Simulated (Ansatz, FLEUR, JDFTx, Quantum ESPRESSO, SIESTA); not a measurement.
# One calculation of AlN, 6 ways

```
CELL_PARAMETERS angstrom
0.00000 2.18399 2.18399
2.18399 0.00000 2.18399
2.18399 2.18399 0.00000
ATOMIC_POSITIONS crystal
Al 0.00000 0.00000 0.00000
N 0.25000 0.25000 0.25000
```

Measurements of this composition are mostly on another form, of space group No. 186.

Alike in all runs: task equation of state; functional LDA; k mesh 10 × 10 × 10; occupations fermi-dirac, width 0.05 eV; no spin polarisation; no spin-orbit coupling. LDA stands for any of its common fits.

```tsv
program and potentials	plane-wave cutoff (eV)	notes	equilibrium volume (Å³/atom)	bulk modulus (GPa)
SIESTA, files PseudoDojo sr-lda-0.4.1-standard, DZP (energy shift 0.003 Ry)	-	atomic basis	10.28	205.4
FLEUR, all-electron, FLAPW	-	-	?	?
JDFTx, PseudoDojo-SR-LDA-0.4.1-standard with smoothed tails	1143	-	10.17	210.0
Ansatz, all-electron LAPW, scalar-relativistic	-	-	10.24	210.2
JDFTx, PseudoDojo-SR-LDA-0.4.1-standard	1143	-	10.17	210.1
Quantum ESPRESSO, PseudoDojo 0.4.1 SR LDA standard	1143	-	10.17	210.1
```

Estimate from the other rows what the run with FLEUR, all-electron, FLAPW gave.

Equilibrium volume 10.23 Å³/atom; bulk modulus 210.7 GPa. The other rows, which needn't bracket it: equilibrium volume 10.17 to 10.28; bulk modulus 205.4 to 210.2.
